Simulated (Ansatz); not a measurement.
In doubt: masses and optical values from hybrid runs of this build are listed as unsure (in some of the runs), which bears on the screening that GW takes from such a start.

Two G0W0 runs on RbBr (Fm-3m).

The database entry behind the starting cell differs from later determinations by our own check (about 0.5 % short), so it need not match the best structure at ambient conditions.

```cif
data_structure
_symmetry_space_group_name_H-M 'P 1'
_symmetry_Int_Tables_number 1
_cell_length_a 4.8465
_cell_length_b 4.8465
_cell_length_c 4.8465
_cell_angle_alpha 60.000
_cell_angle_beta 60.000
_cell_angle_gamma 60.000
_cell_volume 80.50
loop_
_atom_site_label
_atom_site_type_symbol
_atom_site_fract_x
_atom_site_fract_y
_atom_site_fract_z
_atom_site_occupancy
Rb1 Rb 0.00000 0.00000 0.00000 1
Br2 Br 0.50000 0.50000 0.50000 1
```

The cell and positions come from the Crystallography Open Database and are kept as given unless a step says otherwise.

The first (Ansatz 0.2.0; start PBE, 4×4×4 mesh, 240 empty bands, screening to 120 eV, PAW set soft_1 files; 1 × NVIDIA GB200 (shared by 2 runs) with 24 threads of Arm Neoverse V2, shared host) gave, on its mesh: starting gap 4.36 eV, G0W0 gap 6.79 eV, RPA ε∞ (mean) 2.36, 2 s.

The second gave: starting gap 6.24 eV, G0W0 gap 7.54 eV, RPA ε∞ (mean) 2.08, 7.2 s.

**Question.** What was changed in the input? Choose among start, files, mesh, bands and cutoff, frequency model or another key.

Changed: start from PBE to PBE0. A jump of this size in the start, with ε∞ moving the other way, marks another functional. Other changes could give like numbers; this is the one that was made.

Limits: not at the basis limit; no spin-orbit coupling.

[Paths, hosts, dates, memory and timing lines, banners, echoed tables and standing remarks are left out of the program output.]

[Logs are printed without paths, hosts, clocks, repeated set-up lines and the standing remarks that a program may print on its own settings, such as how far it seeks lower states.]

[Runs of the session that timed out or met a known fault of the program may be left out.]

[Cells called generated may have been cut or substituted from an entry of the Crystallography Open Database or the Materials Project.]

[Hosts, paths, dates, database ids (printed as entryN), source tags and the programs' standing remarks are cut or masked in the printed files.]
